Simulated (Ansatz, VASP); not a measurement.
## HgTe: VASP beside Ansatz

File INCAR:

```
PREC = Accurate
ENCUT = 520
EDIFF = 1E-7
ISMEAR = -1
SIGMA = 0.05
LREAL = False
LASPH = True
NELM = 60
ALGO = Normal
ISIF = 2
LWAVE = False
LCHARG = False
GGA = PE
NBANDS = 16
```

File KPOINTS:

```
Automatic mesh
0
Gamma
  10 10 10
```

The input POSCAR:

```
HgTe
1.0
   -3.0044411569      3.0044411569      1.5383343083
    3.0044411569     -3.0044411569      1.5383343083
    3.0044411569      3.0044411569     -1.5383343083
Hg Te
1 1
Direct
    0.7500000000      0.2500000000      0.5000000000
    0.0000000000      0.0000000000      0.0000000000
```

The input input.yaml:

```yaml
crystal:
  lattice:
    - [-3.0044411569, 3.0044411569, 1.5383343083]
    - [3.0044411569, -3.0044411569, 1.5383343083]
    - [3.0044411569, 3.0044411569, -1.5383343083]
  atoms:
    - { symbol: Hg, position: [0.75, 0.25, 0.5] }
    - { symbol: Te, position: [0.0, 0.0, 0.0] }
hamiltonian:
  xc: pbe
  pseudopotentials: { kind: paw }
kpoints:
  mp_grid: { grid: [10, 10, 10] }
scf:
  occupations: { method: fermi_dirac, width: 0.05 }
output:
  forces: true
  stress: true
  eigenvalues: true
  write_density: true
  write_potential: true
  elf: true
  volumetric_format: npy
```

Change from the starting cell: volume scaled by 0.96.

Alike in both runs: task single point; functional PBE; k mesh 10 × 10 × 10; occupations fermi-dirac, width 0.05 eV; no spin polarisation.

|  | VASP | Ansatz |
| --- | --- | --- |
| version | VASP 6.6.1 | Ansatz 0.2.0 |
| potentials or method | VASP PAW PBE potentials, release 64 (Hg, Te) | Ansatz PAW |
| plane-wave cutoff (eV) | 520 | 420 |
| valence electrons in the cell | 18 | 36 |

```tsv
	VASP	Ansatz	Ansatz less VASP
gap on the k mesh at the Fermi level (eV)	none	none	-
pressure (GPa)	1.9	1.9	-0.09
largest component of the traceless stress (GPa)	3.53	3.53	+0.004
```

A gap of «none» marks a metal or a gap that the smearing closes. With one functional, cell and mesh, what is left measures potentials, basis and numerics. The two sets of potentials don't hold the same shells in valence.

The runs have no spin-orbit coupling, so splittings on Hg, Te are missing.
